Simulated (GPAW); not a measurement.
Runs of GPAW 26.7.0 on WS2 (Tungstenite). It takes space group P6_3/mmc (No. 194, hexagonal). The conventional cell has a = 3.180 Å, b = 3.180 Å, c = 12.500 Å, α = 90.00°, β = 90.00°, γ = 120.00°. W (site symmetry -6m2) has 6 S at 2.41 Å as nearest neighbours. Around S (site symmetry 3m) lie 3 W at 2.41 Å. 

```csv
task,level,potentials or basis,U,cell,k mesh,cutoff (eV),smearing,response ecut,eta,maxiter,response k mesh,domega0,gap on the mesh (eV),pressure (GPa),largest force (eV/Å)
optical spectrum,PBE+U,"GPAW PAW data sets (gpaw-data 1.2.1), pw",W d U = 6.0 eV,as given,8 × 8 × 2,500,fermi-dirac 0.001 eV,50 eV,0.1 eV,150,10 × 10 × 3,0.05 eV,(a),-,-
optical spectrum,PBE+U,"GPAW PAW data sets (gpaw-data 1.2.1), pw",W d U = 2.0 eV,as given,8 × 8 × 2,500,fermi-dirac 0.001 eV,50 eV,0.1 eV,150,10 × 10 × 3,0.05 eV,1.22,-,-
optical spectrum,PBE+U,"GPAW PAW data sets (gpaw-data 1.2.1), pw",W d U = 4.0 eV,as given,8 × 8 × 2,500,fermi-dirac 0.001 eV,50 eV,0.1 eV,150,10 × 10 × 3,0.05 eV,1.30,-,-
relaxation of cell and atoms,revPBE+D4,"the program's PAW data sets (release 1.2.1) made for this functional, pw",-,relaxed,6 × 6 × 2,600,fermi-dirac 0.05 eV,-,-,150,-,-,0.77,0.1,0.02
single point,PBE,"GPAW PAW data sets (gpaw-data 1.2.1), pw",-,as given,8 × 8 × 2,500,fermi-dirac 0.05 eV,-,-,120,-,-,(b),2.2,0.15
```

Alike in all rows: no spin polarisation.

Task: Fill in the values left out.

Result: (a) 1.31; (b) 1.19.

Caveats: spin-orbit coupling is left out, which moves the levels of the heavy elements; this functional lacks dispersion, which binds the layers, so the pressure and a relaxed spacing across them are unreliable (some runs); the long-wavelength limit can be off by several per cent where d states take part (some runs); response on these states lacks terms of the Hamiltonian (some runs); spectra need much finer meshes, so this one isn't converged (some runs); independent-particle spectra lack excitons (some runs); an odd mesh through Γ misses points on the zone boundary, where band edges often lie (some runs).

A k mesh can miss the band edges, and the runs leave out spin-orbit coupling on W.
